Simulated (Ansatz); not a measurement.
# interstitial H in Al2O3: two geometries relaxed, part 2 of 2

Are the two ends of the hop to the nearest equivalent void separate minima, and which lies lower? Each is relaxed from a guess. The host cell (R-3c) has 40 atoms; the extra atom is the last.

Ansatz 0.2.0; DFT PBEsol, plane waves, PAW, scalar-relativistic, collinear spin. Earlier steps stand in the parts before.

### Step 5. The output, continued: end point B relaxed

Output, continued:

```text
spin=Collinear: Resta preconditioning applied to the charge; magnetization (m = ρ↑ − ρ↓) channel mixes plain (no charge-response kernel on spin).
relax step   6: F+E_penalty+E_count = -21927.30332985 eV  Δ(F+E_penalty+E_count) = -2.024e-1 eV  max|allowed force component| = 6.518e-1 eV/Å  Δτ_max = 0.1944 Å  (6 SCF iters, dr2 threshold 1.00e-4 eV, accepted)
preconditioner: auto → Resta (q_TF=auto, 2.484 Å⁻¹)  ε∞=3.6  [insulator: Δε(μ)=1.751 eV  Ē_g=17.499 eV  σ=0.050 eV  W_gap=1.00  n_scr=86 (ndim 8)  ℏωp=28.0 eV  f_vac=0.000  D(μ)=0.00/eV (n_scr^D=0)  ε∞_Penn≈3.6]
spin=Collinear: Resta preconditioning applied to the charge; magnetization (m = ρ↑ − ρ↓) channel mixes plain (no charge-response kernel on spin).
relax step   7: F+E_penalty+E_count = -21927.52172207 eV  Δ(F+E_penalty+E_count) = -2.184e-1 eV  max|allowed force component| = 5.717e-1 eV/Å  Δτ_max = 0.1952 Å  (5 SCF iters, dr2 threshold 1.00e-4 eV, accepted)
preconditioner: auto → Resta (q_TF=auto, 2.484 Å⁻¹)  ε∞=3.6  [insulator: Δε(μ)=1.865 eV  Ē_g=17.503 eV  σ=0.050 eV  W_gap=1.00  n_scr=86 (ndim 8)  ℏωp=28.0 eV  f_vac=0.000  D(μ)=0.00/eV (n_scr^D=0)  ε∞_Penn≈3.6]
spin=Collinear: Resta preconditioning applied to the charge; magnetization (m = ρ↑ − ρ↓) channel mixes plain (no charge-response kernel on spin).
relax step   8: F+E_penalty+E_count = -21927.66962857 eV  Δ(F+E_penalty+E_count) = -1.479e-1 eV  max|allowed force component| = 3.147e-1 eV/Å  Δτ_max = 0.2000 Å  (5 SCF iters, dr2 threshold 1.00e-4 eV, accepted)
preconditioner: auto → Resta (q_TF=auto, 2.484 Å⁻¹)  ε∞=3.6  [insulator: Δε(μ)=1.884 eV  Ē_g=17.508 eV  σ=0.050 eV  W_gap=1.00  n_scr=86 (ndim 8)  ℏωp=28.0 eV  f_vac=0.000  D(μ)=0.00/eV (n_scr^D=0)  ε∞_Penn≈3.6]
spin=Collinear: Resta preconditioning applied to the charge; magnetization (m = ρ↑ − ρ↓) channel mixes plain (no charge-response kernel on spin).
relax step   9: F+E_penalty+E_count = -21927.72341078 eV  Δ(F+E_penalty+E_count) = -5.378e-2 eV  max|allowed force component| = 1.573e-2 eV/Å  Δτ_max = 0.1973 Å  (6 SCF iters, dr2 threshold 3.00e-5 eV, accepted)
preconditioner: auto → Resta (q_TF=auto, 2.484 Å⁻¹)  ε∞=3.6  [insulator: Δε(μ)=1.775 eV  Ē_g=17.506 eV  σ=0.050 eV  W_gap=1.00  n_scr=86 (ndim 8)  ℏωp=28.0 eV  f_vac=0.000  D(μ)=0.00/eV (n_scr^D=0)  ε∞_Penn≈3.6]
spin=Collinear: Resta preconditioning applied to the charge; magnetization (m = ρ↑ − ρ↓) channel mixes plain (no charge-response kernel on spin).
relax step  10: F+E_penalty+E_count = -21927.72341119 eV  Δ(F+E_penalty+E_count) = -4.090e-7 eV  max|allowed force component| = 1.564e-2 eV/Å  Δτ_max = 0.0000 Å  (4 SCF iters, accepted)
Magnetization: 1.0000 μB (97.0000 up, 96.0000 down)
Absolute magnetization: 1.0479 μB (∫|ρ↑−ρ↓|, with the PAW one-centre terms)
Spin contamination: 0.0016 ħ² per cell (⟨S²⟩ above its minimum at these occupations)
Per-site moments (μB) at R_I (Å): [(0.0007354975600455012, 0.7624666373689651), (-9.001476845558864e-5, 0.7642157964097008), (0.0007075967400898257, 0.7625619882396762), (-9.13417203956019e-5, 0.7642405017113404), (0.0015589687210772862, 0.7625619882396762), (0.001100129314643343, 0.7650334846368984), (0.00029775109825277144, 0.764362514065324), (0.0015783682137738184, 0.7624666373689651), (0.0011495328048580478, 0.7649621566795297), (0.0003027733432915716, 0.7643200162428276), (0.0022756656354358637, 0.7757435462149412), (0.0003520116515747563, 0.7626292443750655), (0.002342548898436133, 0.7757599682140432), (0.00035435275089898714, 0.7626006621143547), (0.050373041956910516, 0.7652803481382248), (0.048810423785538584, 0.7652060642035954), (0.050228101269542205, 0.7653330857892745), (0.04869814084444607, 0.7652597916794567), (0.050446804046726454, 0.76528259168012), (0.04894406624473317, 0.7651745335336545), (0.000726958524171826, 0.7625548768407253), (-9.687207246370262e-5, 0.7643200162428276), (0.0007157603498120605, 0.7626295371645452), (-8.465832222289462e-5, 0.764362514065324), (0.0003035271241910615, 0.7642234189903937), (0.0015966379523286217, 0.7626006621143547), (0.0011011399297249148, 0.7649420970517422), (0.0002970999032110639, 0.7643684748931977), (0.0015403972315025532, 0.7625548768407253), (0.0011451468624053475, 0.7650781090361931), (0.0007094337251179063, 0.7625428788907811), (-8.605160009647373e-5, 0.7643684748931977), (0.0007367535684780726, 0.7624115805002564), (-9.431925982161216e-5, 0.7642234189903937), (0.0011602515986318732, 0.7650240964307938), (0.0003117849727271021, 0.7642405017113404), (0.0015743990615711535, 0.7624115805002564), (0.0010939891226650037, 0.7649921326740956), (0.0002891649539349666, 0.7642157964097008), (0.0015560888620102724, 0.7625428788907811), (0.52552960613673, 0.7908840440608327)]
Free energy (F): -21927.723411 eV
Harris-Foulkes:  -21927.723411 eV  (|F-HF|=6.15e-10)
Internal energy: -21927.723411 eV  (E = F + TS)
E sigma→0 (E₀):  -21927.723411 eV
Fermi energy:    11.325831 eV
--- Per-component energies (eV) ---
  E_band       = 260.890610
  E_kinetic    = 4572.457769
  E_local      = -7766.683827  (includes V_loc(G=0)·N_el)
  E_nonlocal   = 1416.610788
  E_hartree    = 2938.967758
  E_xc         = -2352.684109
  E_vxc        = -2723.743708  (∫ρ·V_xc dr)
  E_paw        = -11091.837760  (= ΣΔE_a)
  E_vpaw       = -1115.702836  (= ΣTr[D̂ρ^β])
  E_aug_tail   = 0.018068  (compensation charges beyond the density's cutoff)
  E_ewald      = -9645.725233
  E_core_change = 1.153135  (= ΣΔE_core)
  E_smearing   = -0.000000  (= −TS)
  E_closure    = -0.000000  (closes the sum)
  Σ components = -21927.723411   (vs F -21927.723411, Δ=0.00e0)
--- Forces (eV/Å), atoms counted from 1 ---
  atom   1  Al     0.00138736     0.00004852    -0.00069609
  atom   2  Al     0.00325634     0.00407868     0.00184200
  atom   3  Al     0.00388713    -0.00062931     0.00095794
  atom   4  Al     0.00275240    -0.00422468     0.00164772
  atom   5  O      0.00097698    -0.00141283     0.00138403
  atom   6  O     -0.00210191     0.00250194    -0.00049200
  atom   7  O     -0.00223044     0.00226921     0.00434615
  atom   8  O      0.00139175    -0.00082113     0.00159029
  atom   9  O      0.00598398    -0.00199225     0.00145500
  atom  10  O      0.00018930     0.00087960    -0.00075487
  atom  11  Al     0.00253354    -0.00096328     0.00765757
  atom  12  Al     0.00352969     0.00144102    -0.00160633
  atom  13  Al     0.00377340    -0.00261012    -0.00575390
  atom  14  Al     0.00252727    -0.00053267     0.00326671
  atom  15  O     -0.00344094    -0.00617912    -0.00563819
  atom  16  O     -0.00170493    -0.00366079     0.00282527
  atom  17  O     -0.00180773     0.00946924    -0.00045176
  atom  18  O      0.00003781     0.00148716     0.00388349
  atom  19  O     -0.00674169    -0.00119220     0.00418832
  atom  20  O      0.00323784    -0.00080997    -0.00415687
  atom  21  Al    -0.00072878     0.00202089     0.00282248
  atom  22  Al    -0.00075880    -0.00284518    -0.00472306
  atom  23  Al    -0.00210984     0.00277957    -0.00083369
  atom  24  Al     0.00114138    -0.00258713     0.00208183
  atom  25  O     -0.00119270     0.00165788    -0.00294785
  atom  26  O      0.00207730    -0.00253395     0.00090660
  atom  27  O      0.00326060     0.00268609     0.00447790
[...]
  atom  28  O     -0.00070077    -0.00063357     0.00240374
  atom  29  O     -0.00402519    -0.00095753    -0.00411688
  atom  30  O     -0.00194405    -0.00423371    -0.00080199
  atom  31  Al    -0.00081273     0.00227535    -0.00202555
  atom  32  Al     0.00032331    -0.00087264     0.00099893
  atom  33  Al     0.00258870     0.00199588     0.00711561
  atom  34  Al    -0.00414289     0.00609522    -0.00255044
  atom  35  O      0.00460322     0.00160714    -0.00579148
  atom  36  O      0.00069626     0.00434275    -0.00013024
  atom  37  O      0.00234427    -0.00282276    -0.00400585
  atom  38  O     -0.00033693    -0.00137109     0.00367545
  atom  39  O      0.00057517    -0.00340933    -0.00460939
  atom  40  O     -0.00266449     0.00068368     0.00122943
  atom  41  H     -0.01563692    -0.00102674    -0.00866877
  max |Σ_I F_I| component: 6.74e-6 eV/Å
--- Relaxed structure (10 steps of the walk, 10 accepted, 0 SCFs on fresh bases) ---
  F+E_penalty+E_count = -21927.72341119 eV   max|allowed force component| = 1.564e-2 eV/Å
  atoms:
    - { symbol: Al, position: [0.34993480925026266, 0.3579532165348324, 0.3523487800713693] }
    - { symbol: Al, position: [0.14611018178070243, 0.154014544427923, 0.14716227096813778] }
    - { symbol: Al, position: [0.645322712131191, 0.6511960331446234, 0.6489081353787255] }
    - { symbol: Al, position: [0.849117709478315, 0.8550897889273418, 0.8541525470855168] }
    - { symbol: O, position: [0.40122125908941864, 0.6003076386189736, 0.7509756407004138] }
    - { symbol: O, position: [0.7470518909763005, 0.40593859949494326, 0.5982254473320452] }
    - { symbol: O, position: [0.5953733845895434, 0.7539954080609343, 0.4037523375682278] }
    - { symbol: O, position: [0.5939867374123189, 0.4088691182367799, 0.25026302002669754] }
    - { symbol: O, position: [0.24821617573521737, 0.6032189979984823, 0.4030508451823842] }
    - { symbol: O, position: [0.3997781823857344, 0.25517055921723764, 0.5975356088358343] }
    - { symbol: Al, position: [0.8497523958859033, 0.856745531680506, 0.35281155292034355] }
    - { symbol: Al, position: [0.6459421462398771, 0.6530038865167765, 0.14902049851749039] }
    - { symbol: Al, position: [0.14543823435887565, 0.1524272563119629, 0.6485258064566262] }
    - { symbol: Al, position: [0.3492092552546393, 0.3561989524129217, 0.8522735203939698] }
    - { symbol: O, position: [0.8986678356888279, 0.10267508494008926, 0.7587745247616347] }
    - { symbol: O, position: [0.25528887152420093, 0.9056997976219285, 0.5987034367331295] }
    - { symbol: O, position: [0.0956932334192987, 0.26260041533572553, 0.4016921549902894] }
    - { symbol: O, position: [0.09643707095210674, 0.9065627200864157, 0.2428566479987796] }
    - { symbol: O, position: [0.7395514323938934, 0.10349902213855183, 0.40260674201721186] }
    - { symbol: O, position: [0.8995809387592493, 0.7468041841795419, 0.5995262172319135] }
    - { symbol: Al, position: [0.8492838687025485, 0.3569034866392631, 0.8540701133639749] }
    - { symbol: Al, position: [0.6441008398010352, 0.15310236210671485, 0.6501578485829035] }
    - { symbol: Al, position: [0.1459274136302901, 0.6523357645204444, 0.14723945048100745] }
    - { symbol: Al, position: [0.35100963876038976, 0.8560939265726064, 0.3512630125392604] }
    - { symbol: O, position: [0.900760776895883, 0.6024910189000392, 0.2500528769641261] }
    - { symbol: O, position: [0.24796938525486462, 0.4081931908976924, 0.09637780675545576] }
    - { symbol: O, position: [0.09520077539324895, 0.7539385485173133, 0.9019389335666232] }
    - { symbol: O, position: [0.09441265140475325, 0.40674750460290954, 0.7512252651836917] }
    - { symbol: O, position: [0.7472256578228414, 0.6010156523126151, 0.904918097912241] }
    - { symbol: O, position: [0.8999788736090109, 0.2551909052228448, 0.09939554930384686] }
    - { symbol: Al, position: [0.3509675810545979, 0.8562916984850419, 0.8528753858530496] }
    - { symbol: Al, position: [0.14701391761488136, 0.6510776968473386, 0.6491073361355534] }
    - { symbol: Al, position: [0.6442063568102048, 0.15283151580728332, 0.14832749349486804] }
    - { symbol: Al, position: [0.8481644721519244, 0.35818699606271137, 0.352086581377297] }
    - { symbol: O, position: [0.39896601260775344, 0.10217020629422563, 0.25012178090172477] }
    - { symbol: O, position: [0.7470285759051694, 0.9077471571405767, 0.09842864666326046] }
    - { symbol: O, position: [0.5933402353430961, 0.25497820189233456, 0.9043041341013394] }
    - { symbol: O, position: [0.5962355865773105, 0.9069756425678179, 0.7511751470212396] }
    - { symbol: O, position: [0.2482185604970961, 0.10142597305312523, 0.9028839069782151] }
    - { symbol: O, position: [0.40180570122390324, 0.7542764059776381, 0.09699978796057313] }
    - { symbol: H, position: [0.996693441633316, 1.0057750096929676, 0.5008626896890046] }
```

Wall time 2 min (4 threads of Intel Xeon Platinum 8259CL at 2.50GHz (Skylake/Cascade Lake), shared host); peak memory 1.6 GiB.

Relaxation path:

| step | energy from step 1 (eV/cell) | largest force component (eV/Å) |
| --- | --- | --- |
| 1 | 0.0000 | 2.5942 |
| 2 | -0.4958 | 1.3236 |
| 3 | -0.7902 | 0.5114 |
| 4 | -0.9524 | 0.6251 |
| 5 | -1.1298 | 0.6603 |
| 6 | -1.3323 | 0.6518 |
| 7 | -1.5507 | 0.5717 |
| 8 | -1.6986 | 0.3147 |
| 9 | -1.7524 | 0.0157 |
| 10 | -1.7524 | 0.0156 |

Step 1 is the start. Step 10 solves the same geometry again.

Largest move: H41, 1.42 Å.

### Step 6. Results

This closing draws on all 2 parts.

| quantity | value |
| --- | --- |
| end A | 10 moves, 1.807 eV lower |
| end B | 8 moves, 1.752 eV lower |
| largest difference between the ends | 0.05 Å |
| end B relative to end A | +0.000 eV |

**Reading.** The two relaxations end at one structure, within 0.05 Å: no second minimum was found from this start, which doesn't rule one out. Equivalent sites exist by translation; this start for end B simply lay in end A's basin.
